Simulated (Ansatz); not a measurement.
GaAgS$_{2}$, a database entry at a rescaled volume

```
Ag Ga S
1.0
     0.00000    5.76628    0.00000
     5.76628    0.00000    0.00000
     2.88314    2.88314   -5.15848
Ag Ga S
2 2 4
Direct
  0.00000 0.00000 0.00000
  0.75000 0.25000 0.50000
  0.50000 0.50000 0.00000
  0.25000 0.75000 0.50000
  0.37500 0.42900 0.75000
  0.57100 0.12500 0.25000
  0.87500 0.82100 0.75000
  0.17900 0.62500 0.25000
```

Method: PBE, no spin polarisation; PAW, plane waves to 420 eV, 5×5×5 Γ-centred mesh, gaussian occupations (width 0.1895 eV) (Ansatz 0.2.0), atoms fixed.

Which atom feels the largest force, and which way?

The largest is on S5 (and as large on other atoms): 1.04 eV/Å, components (-1.04, 0.00, 0.00). It makes 120° with the line to a nearest neighbour, Ga3 at 2.24 Å.

Is the cell too large or too small?

The pressure is 3.6 GPa (compression positive), so with the atoms held at these fractions the cell would first expand; the forces are large, so a full relaxation may end otherwise.

Is there a gap, and of what kind?

The gap is 1.36 eV, direct at the points sampled.

Which orbitals make up the band edges?

Within 0.7 eV of the edges, the states project mainly on S p (63 %) and Ag d (31 %) below the gap and on Ag s (32 %), S s (27 %) and Ga s (23 %) above it.

What do density and ELF say about some of the short contacts?

Ga–S at 2.24 Å: least valence density 0.61 e/Å³ and ELF 0.48 there. Ag–S at 2.61 Å: least valence density 0.35 e/Å³ and ELF 0.24 there. Both are smooth PAW fields, read partly inside the augmentation spheres.

Origin: a database entry at a rescaled volume. Caveats: wide smearing.
